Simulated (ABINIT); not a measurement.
Write the native input for ABINIT 10.8.3 (patched build) that does the following.

```
Task                                            : equation of state
Functional                                      : BLYP
Dispersion                                      : D3
Potentials or basis                             : JTH PAW PBE v2.0
Cutoff                                          : 707 eV
k mesh                                          : 13 × 13 × 13
Occupations                                     : fermi-dirac, width 0.05 eV
Spin                                            : no spin polarisation
Fine-grid cutoff                                : 1306.15 eV
Exchange and correlation inside the PAW spheres : full angular mesh (pawxcdev 0, this build's default; the released program takes 1)
```

Crystal: BN.

```
N B
1.0
     0.00000    1.81300    1.81300
     1.81300    0.00000    1.81300
     1.81300    1.81300    0.00000
N B
1 1
Direct
  0.25000 0.25000 0.25000
  0.00000 0.00000 0.00000
```

The cell is a database's computed one.

The input as run:

run.abi

```
ndtset 7
getwfk -1
scalecart1 3*0.9795861087
scalecart2 3*0.9864848297
scalecart3 3*0.9932883884
scalecart4 3*1.0000000000
scalecart5 3*1.0066227096
scalecart6 3*1.0131594038
scalecart7 3*1.0196128224

pp_dirpath "./"
pseudos "N.GGA_PBE-JTH.xml, B.GGA_PBE-JTH.xml"

acell 2.5639706028 2.5639706028 2.5639706028 Angstrom
rprim
     0.0000000000     0.7071067812     0.7071067812
     0.7071067812     0.0000000000     0.7071067812
     0.7071067812     0.7071067812     0.0000000000
ntypat 2
znucl 7 5
natom 2
typat 1 2
xred
     0.2500000000     0.2500000000     0.2500000000
     0.0000000000     0.0000000000     0.0000000000

ecut 707.496042 eV
pawecutdg 48.0

kptopt 1
ngkpt 13 13 13
nshiftk 1
shiftk 0.0 0.0 0.0

ixc -106131
vdw_xc 6

nband 8
occopt 3
tsmear 0.05 eV

nstep 100
tolvrs 1.0e-9

iomode 3
prtwf 1
prtden 0
prteig 0
prtebands 0
enunit 2
```

Potentials or basis: JTH PAW PBE v2.0.

Run with:

```bash
$ abinit run.abi > log 2>&1
```

It gave:

```
Equilibrium volume                      : 5.98 Å³/atom
Bulk modulus                            : 363 GPa
Pressure derivative of the bulk modulus : 3.6
```

Caveat: pressures at fixed basis lie under the slope of the energies; the PAW data sets were made with another functional, which shifts forces and pressure a little; the atomic spheres overlap.

Wall time 89 s on 1 thread of Intel(R) Xeon(R) Platinum 8259CL CPU @ 2.50GHz (Skylake/Cascade Lake) (shared host), peak memory 0.13 GiB.
